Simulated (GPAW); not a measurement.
A run of GPAW 26.7.0 is set up as follows.

The input run.py:

```python
from ase.calculators.mixing import SumCalculator
from ase.eos import EquationOfState
from ase.io import Trajectory, read
from ase.units import GPa
from dftd3.ase import DFTD3
from gpaw import GPAW, PW

atoms = read('Ge.cif')

traj = Trajectory('eos.traj', 'w')
volumes, energies = [], []
for x in [0.94, 0.96, 0.98, 1.0, 1.02, 1.04, 1.06]:
    a = atoms.copy()
    a.set_cell(atoms.cell * x**(1 / 3), scale_atoms=True)
    calc = GPAW(mode=PW(600),
                xc='revPBE',
                kpts={'size': (8, 8, 8), 'gamma': True},
                occupations={'name': 'fermi-dirac', 'width': 0.05},
                nbands=11,
                convergence={'density': 1e-05, 'energy': 1e-05},
                maxiter=150,
                txt=f'eos-{x:.2f}.txt')
    a.calc = SumCalculator([calc, DFTD3(method='revpbe', damping='d3bj')])
    energies.append(a.get_potential_energy())
    volumes.append(a.get_volume())
    p = -a.get_stress()[:3].mean() / GPa
    calc.write(f'eos-{x:.2f}.gpw')
    traj.write(a)
    print(f'{x:.2f} {volumes[-1]:10.4f} A^3 {energies[-1]:14.6f} eV {p:9.3f} GPa', flush=True)

v0, e0, B = EquationOfState(volumes, energies, eos='birchmurnaghan').fit()
print(f'V0 = {v0:.4f} A^3, E0 = {e0:.6f} eV, B0 = {B / GPa:.2f} GPa')
```

The input Ge.cif:

```cif
data_Ge
_cell_length_a 4.00068289
_cell_length_b 4.00068289
_cell_length_c 4.00068289
_cell_angle_alpha 60.00000000
_cell_angle_beta 60.00000000
_cell_angle_gamma 60.00000000
_space_group_name_H-M_alt 'P1'
_space_group_name_Hall 'P 1'
_space_group_IT_number 1
loop_
_space_group_symop_operation_xyz
'x,y,z'
loop_
_atom_site_label
_atom_site_type_symbol
_atom_site_symmetry_multiplicity
_atom_site_Wyckoff_symbol
_atom_site_fract_x
_atom_site_fract_y
_atom_site_fract_z
_atom_site_occupancy
Ge1 Ge 1 a 0.7500000000 0.7500000000 0.7500000000 1
Ge2 Ge 1 a 0.5000000000 0.5000000000 0.5000000000 1
```

Potentials or basis: the program's PAW data sets (release 1.2.1) made for this functional, pw.

The run is started by

```sh
$ OMP_NUM_THREADS=1 python run.py
```

Question: What does it give for the bulk modulus?

Answer: 64 GPa.

Question: What does it give for the pressure derivative of the bulk modulus?

Answer: 6.0.

Energy against volume, from the lowest point:
```csv
volume (Å³/atom),energy (meV/atom)
21.281,30.52
21.733,15.69
22.186,6.07
22.639,1.06
23.092,0.00
23.545,2.37
23.997,7.82
```

**Experimental background.**

“Sub-monolayer structures of Ag overlayers on Ge(111): experimental observations and first-principles study”, 2019, arxiv:1908.00180 quotes, for a bulk crystal of Ge: bulk modulus 75.8 GPa.

A measured bulk modulus of Ge is 75.8 GPa (quoted in “Sub-monolayer structures of Ag overlayers on Ge(111): experimental observations and first-principles study”, 2019, arxiv:1908.00180); the calculated 64 GPa misses it by -15.5 %. The fit is for a static lattice scaled at fixed shape and fixed fractional positions. The cell as given is a measured one (22.64 Å³/atom); revPBE+D3(BJ) puts the equilibrium volume +1.6 % from it, thermal expansion not counted.
